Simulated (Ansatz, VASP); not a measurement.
## BP: VASP beside Ansatz

```xyz
2
Lattice="0.0000 2.4649 1.9226 2.4649 0.0000 1.9226 2.4649 2.4649 0.0000" Properties=species:S:1:pos:R:3 pbc="T T T"
B     0.0000    0.0000    0.0000
P     3.6974    3.6974    2.8840
```

Alike in both runs: task single point; functional PBE; k mesh 12 × 12 × 12; occupations gaussian, width 0.05 eV; no spin polarisation.

```csv
,VASP,Ansatz
version,VASP 6.6.1,Ansatz 0.2.0
potentials or method,"VASP PAW PBE potentials, release 64 (B, P)","scalar-relativistic, plane waves, PAW"
plane-wave cutoff (eV),520,420
valence electrons in the cell,8,8
```

|  | VASP | Ansatz | Ansatz less VASP |
| --- | --- | --- | --- |
| gap on the k mesh at the Fermi level (eV) | none | none | - |
| pressure (GPa) | -1.4 | -1.2 | +0.22 |
| largest component of the traceless stress (GPa) | 26.01 | 26.00 | -0.009 |

A gap of «none» marks a metal or a gap that the smearing closes.
